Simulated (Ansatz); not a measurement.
A surface is cut from this relaxed crystal of HgTe:

```
Hg Te
1.0
     0.00000    3.32480    3.32480
     3.32480    0.00000    3.32480
     3.32480    3.32480    0.00000
Hg Te
1 1
Direct
  0.00000 0.00000 0.00000
  0.75000 0.75000 0.75000
```

Miller indices refer to the conventional cell of F-43m (No. 216), a = 6.650 Å, b = 6.650 Å, c = 6.650 Å, α = 90.00°, β = 90.00°, γ = 90.00°.

Consider the (100) slab of 9 planes, 13.3 Å thick with 15 Å of vacuum as cut; outer planes Te (top) and Te (bottom), all atoms relaxed.

All numbers below come from DFT PBE, scalar-relativistic, plane waves, PAW (Ansatz 0.2.0). Cutoff 420 eV; k points 8×8×1 on the computed 9-atom cell (Γ-centred); Gaussian smearing, width 0.10 eV; no spin polarisation. The cell repeats along c with a dipole correction in the vacuum.

The slab isn't stoichiometric (Hg4Te5), so its surface energy depends on the chemical potentials; it is given with the excess atoms taken from the element's standard state, a limit at which the compound may itself be unstable, so the figure can be too low. The work function read from the bulk's Fermi level differs by 0.31 eV, so the slab's middle doesn't match the bulk reference (too thin, or relaxed to another structure or magnetic state).

Task: Predict the surface energy with the excess atoms taken from the elements.

Result: 0.64 J/m².

Task: Estimate the work function.

Result: 5.68 eV.

Task: The top two planes lie 1.662 Å apart in the bulk. How does relaxation change this?

Result: The spacing becomes 1.495 Å (-10.1 %).

Spin-orbit coupling is left out, which matters for the bands of heavy elements.